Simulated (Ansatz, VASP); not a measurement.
**S in VASP and in Ansatz**

The input POSCAR:

```
S
1.0
    0.0000000000      2.1538983715      2.1538983715
    2.1538983715      0.0000000000      2.1538983715
    2.1538983715      2.1538983715      0.0000000000
S
1
Direct
    0.0000000000      0.0000000000      0.0000000000
```

Contents of INCAR.step1:

```
PREC = Accurate
ENCUT = 520
ISMEAR = 0
SIGMA = 0.15
LREAL = F
LASPH = T
NELM = 100
NBANDS = 9
GGA = PE
ALGO = Normal
EDIFF = 1E-4
LWAVE = T
LCHARG = F
```

The input INCAR.step2:

```
PREC = Accurate
ENCUT = 520
EDIFF = 1E-7
ISMEAR = 0
SIGMA = 0.15
LREAL = F
LASPH = T
NELM = 100
ALGO = Normal
ISIF = 2
LWAVE = F
LCHARG = T
METAGGA = R2SCAN
LMIXTAU = T
LELF = T
LVHAR = T
NBANDS = 9
ISTART = 1
```

Contents of KPOINTS:

```
regular mesh
0
Gamma
  20 20 20
```

Input for Ansatz:

```yaml
crystal:
  lattice:
    - [0.0, 2.1538983715, 2.1538983715]
    - [2.1538983715, 0.0, 2.1538983715]
    - [2.1538983715, 2.1538983715, 0.0]
  atoms:
    - { symbol: S, position: [0.0, 0.0, 0.0] }
basis:
  ecutwfc: 500
kpoints:
  mp_grid: { grid: [20, 20, 20] }
hamiltonian:
  xc: r2scan
scf:
  occupations: { method: gaussian, width: 0.15 }
output:
  forces: true
  stress: true
  eigenvalues: true
```

Change from the starting cell: strain +0.080 along x and y, +0.080 along z, atoms carried along.

Alike in both runs: task single point; functional r2SCAN; k mesh 20 × 20 × 20; occupations gaussian, width 0.15 eV; no spin polarisation.

```csv
,VASP,Ansatz
version,VASP 6.6.1,Ansatz 0.2.0
potentials or method,"VASP PAW PBE potentials, release 64 (S)","scalar-relativistic, plane waves, PAW"
plane-wave cutoff (eV),520,500
valence electrons in the cell,6,6
```

```tsv
	VASP	Ansatz	Ansatz less VASP
gap on the k mesh at the Fermi level (eV)	none	none	-
pressure (GPa)	-11.2	-11.1	+0.11
```

A gap of «none» marks a metal or a gap that the smearing closes.

Caveats: the PAW data sets were made with another functional, which shifts forces and pressure a little (VASP).
